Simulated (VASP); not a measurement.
Set up this calculation in VASP 6.6.1, as the native input.

```yaml
Task: single point
Functional: PBE
Potentials_or_basis: VASP PAW PBE potentials, release 64 (Zr_sv_GW, Se_GW)
Cutoff: 450 eV
k_mesh: 4 × 4 × 2
Occupations: gaussian, width 0.02 eV
Spin: no spin polarisation
Further_INCAR_settings: ALGO = Normal; EDIFF = 1e-06
```

The structure of ZrSe2 lies in POSCAR:

```
ZrSe2
1.0
    3.7980000000      0.0000000000      0.0000000000
   -1.8990000000      3.2891644836      0.0000000000
    0.0000000000      0.0000000000      6.1920000000
Zr Se
1 2
Direct
    0.0000000000      0.0000000000      0.0000000000
    0.6666666667      0.3333333333      0.7500000000
    0.3333333333      0.6666666667      0.2500000000
```

One way to write it, as run:

INCAR

```
PREC = Accurate
ENCUT = 450
EDIFF = 1E-6
ISMEAR = 0
SIGMA = 0.02
LREAL = F
LASPH = T
NELM = 60
ALGO = Normal
ISIF = 2
LWAVE = F
LCHARG = T
GGA = PE
LELF = T
LVHAR = T
```

KPOINTS

```
regular mesh
0
Gamma
  4 4 2
```

Potentials or basis: VASP PAW PBE potentials, release 64 (Zr_sv_GW, Se_GW).

Command:

```sh
$ cat potpaw_PBE.64/Zr_sv_GW/POTCAR potpaw_PBE.64/Se_GW/POTCAR > POTCAR
$ mpirun -np 1 vasp_std > vasp.out
```

Results of the run:

* Pressure: 2.2 GPa
* Largest force: 0.247 eV/Å
* Band gap on the k mesh: 0.33 eV, indirect (least direct gap 1.00 eV)

Caveat: the k mesh is coarse (spacing up to 0.51 Å⁻¹), so the values aren't converged; this functional lacks dispersion, which binds the layers, so the pressure and a relaxed spacing across them are unreliable.

Wall time 8.7 s on 1 thread of Intel(R) Xeon(R) 6975P-C (Granite Rapids), with other jobs on the host, peak memory 0.18 GiB.
